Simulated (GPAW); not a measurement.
A run of GPAW 26.7.0:

File run.py:

```python
from ase.dft.bandgap import bandgap
from ase.io import read, write
from ase.units import GPa
from gpaw import GPAW, PW

atoms = read('POSCAR')

calc = GPAW(mode=PW(800),
            xc='PBE',
            kpts={'size': (13, 13, 13), 'gamma': True},
            occupations={'name': 'methfessel-paxton', 'order': 0, 'width': 0.018000000000000002},
            nbands=11,
            convergence={'density': 1e-05, 'energy': 1e-05},
            maxiter=150,
            txt='gpaw.txt')
atoms.calc = calc
energy = atoms.get_potential_energy()
forces = atoms.get_forces()
stress = atoms.get_stress()
calc.write('gs.gpw')
write('result.traj', atoms)
print(f'Energy: {energy:.6f} eV')
print('Forces (eV/A):')
print(forces.round(4))
print('Stress (GPa):', (stress / GPa).round(3))
print('Fermi level:', round(calc.get_fermi_level(), 4), 'eV')
print(f'Gap: {bandgap(calc)[0]:.4f} eV, direct: {bandgap(calc, direct=True)[0]:.4f} eV')
```

File POSCAR:

```
BN
1.0
    0.0000000000      1.8130010000      1.8130010000
    1.8130010000      0.0000000000      1.8130010000
    1.8130010000      1.8130010000      0.0000000000
N B
1 1
Direct
    0.2500000000      0.2500000000      0.2500000000
    0.0000000000      0.0000000000      0.0000000000
```

Potentials or basis: GPAW PAW data sets (gpaw-data 1.2.1), pw.

Launch:

```bash
$ OMP_NUM_THREADS=1 python run.py
```

Hardware: 1 thread of Arm Neoverse V2 (shared host).

Estimate the wall time of this run.

Run time: 12 s on 1 thread of Arm Neoverse V2, on a shared host, peak memory 0.14 GiB. Counts: scf iterations 9, plane waves 623, bands 11, k points 84.
